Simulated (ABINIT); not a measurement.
This ABINIT 10.8.3 (patched build) run on PbSe needs a look.

The input run.abi:

```
# Pseudopotentials
pp_dirpath "./"
pseudos "Pb.GGA_PBE-JTH_sp.xml, Se.GGA_PBE-JTH.xml"

# Structure
acell 3*1.0
rprim
    -0.1562841300    22.5654634288     5.7834576715
     5.7741715574    -0.0652786992     5.8781877524
     5.7837845942    22.5926320213    -0.2602417435
ntypat 2
znucl 82 34
natom 4
typat 1 1 2 2
chkprim 0
chksymtnons 0
tolsym 1.0e-6
xred
   0.1936450400   0.8079536000   0.1905364300
   0.8047454300   0.1848532200   0.8105357600
   0.6688151200   0.3033517000   0.7071335200
   0.2987954100   0.6698424800   0.3257933000

# Plane-wave basis
ecut 11.0
pawecutdg 22.0
pawxcdev 0

# k points
kptopt 3
ngkpt 4 4 4
nshiftk 1
shiftk 0.0 0.0 0.0
istwfk *1

# Exchange and correlation
ixc 11

# Bands and occupations
nband 14
occopt 3
tsmear 0.01

# SCF cycle
nstep 60
diemac 6.0
tolvrs 1.0e-11

# Output
iomode 3
prteig 0
prtebands 0
prtwf 0
prtden 0

# Berry phase
berryopt -1
rfdir 1 1 1
```

Potentials or basis: JTH PAW PBE v2.0 sp.

The run is started by

```console
$ abinit run.abi > log 2>&1
```

run.abo:

```text
.Version 10.8.3 of ABINIT
 Symmetries : space group P1 (#  1); Bravais aP (primitive triclinic)
================================================================================
 Values of the parameters that define the memory need of the present run
     intxc =       0    ionmov =       0      iscf =      17    lmnmax =      13
     lnmax =       5     mgfft =      72  mpssoang =       3    mqgrid =    3001
     natom =       4  nloc_mem =       2    nspden =       1   nspinor =       1
    nsppol =       1      nsym =       1    n1xccc =       1    ntypat =       2
    occopt =       3   xclevel =       2
       mpw =        2772          nfft =      139968          nkpt =          64
[... 62 lines left out ...]

 chkinp: Checking input parameters for consistency.

 chkint_prt: ERROR -
 Context: the value of the variable occopt is 3.
  The value of the input variable berryopt is -1, while it must be
  larger or equal to 0.
  Action: you should change the input variables berryopt or occopt.

Checking consistency of input data against itself revealed some problem(s).
So, stopping. The details of the problem(s) are given in the error file or the standard output file (= "log" file).
In parallel, the details might not even be printed there. Then, try running in sequential to see the details.

--- !ERROR
message: |
    Checking consistency of input data against itself gave 1 inconsistency.
    The details of the problem can be FOUND ABOVE (or in output or log file).
    In parallel, the details might not even be printed there. Then, try running in sequential to see the details.
...
```

Problem. What happened, and what is wrong with the input?

Solution. The input was rejected before any iteration. The input holds a flaw that was put in on purpose: smeared occupations in a Berry-phase run (occopt = 3; tsmear = 0.01; nband = 14).
